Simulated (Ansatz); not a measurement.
Space group Pmmm (No. 47). a = 3.902 Å, b = 4.023 Å, c = 8.071 Å, α = 90.00°, β = 90.00°, γ = 90.00°
```
atom site symmetry x y z
  Ti    2r mm2  0.0000  0.5000  0.2649
  Ti    1f mmm  0.5000  0.5000  0.0000
  Al    1a mmm  0.0000  0.0000  0.0000
  Al    1c mmm  0.0000  0.0000  0.5000
  Al    1h mmm  0.5000  0.5000  0.5000
  Al    2s mm2  0.5000  0.0000  0.2423
```

Equation of state of this Ti3Al5 structure (not necessarily the ground state), with shape and atoms relaxed at each volume where symmetry leaves them free. It has no gap at any of these volumes. All numbers below come from Ansatz 0.2.0, DFT r2SCAN, scalar-relativistic, plane waves, PAW.

Plane waves to 500 eV, a k mesh through Γ of 10×10×6 on the computed 8-atom cell and Gaussian smearing (0.10 eV); no spin polarisation.

```csv
V (Å³/atom),E − E(largest V) (meV/atom),P (GPa)
14.409,35.79,13.32
14.884,4.07,8.20
15.359,-13.56,3.80
15.834,-19.04,0.00
16.309,-14.03,-3.28
16.784,0.00,-6.10
```

Fit a third-order Birch–Murnaghan equation to E(V).

V0 = 15.83 Å³/atom, B0 = 118 GPa, B0' = 3.9.